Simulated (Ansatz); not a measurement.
An Ansatz (an electronic-structure program) input (plane-wave PAW DFT at the PBE level (Ansatz, 420 eV), no spin-orbit coupling, earlier PAW set):

Ansatz 0.2 input:
```yaml
crystal:
  lattice:
    - [3.5192600186, 0, 0]
    - [1.7596300093, 3.0477685787, 0]
    - [0, 0, 5.8379418189]
  atoms:
    - { symbol: In, position: [0.6666666667, 0.6666666667, 0.5019718462] }
    - { symbol: In, position: [0.3333333333, 0.3333333333, 0.0019718462] }
    - { symbol: N, position: [0.6666666667, 0.6666666667, 0.1232281538] }
    - { symbol: N, position: [0.3333333333, 0.3333333333, 0.6232281538] }
basis: { ecutwfc: 420, ecutrho_ratio: 4, xc_grid: 2, fft_grid_basis: typed }
kpoints: { mp_grid: { grid: [11, 11, 6] } }
hamiltonian:
  xc: pbe
  dispersion: none
  pseudopotentials: { azcp: { folder: ./paw }, kind: paw }
scf: { occupations: { method: fermi_dirac, width: 0.05 } }
relax: { f_tol: 0.005, max_steps: 50, cell: { stress_tol: 0.01, fix: [a, b, gamma] } }
output: { forces: true, stress: true }
checkpoint: { write: state.ck, write_every: 1000 }
```

Question: Which symmetry and how many k-points will the program report, and about how many plane waves at Γ?

Answer: Space group P63mc (ITA 186) with 12 operations, k-points 64 of 726, and 1225 plane waves at Γ.

Question: And the final pressure?

Answer: 2.88 GPa (compression positive).

The mesh was chosen for an insulator and is coarse for the gapless case. The cells carry an imposed strain or load. Whether these cells are dynamically stable was not tested. All final runs are without spin polarisation. The cell was made from InN in the wurtzite structure (space group P6_3mc, No. 186) by this change: biaxial strain −1.72 %, plane normal [001], relaxed out of plane.
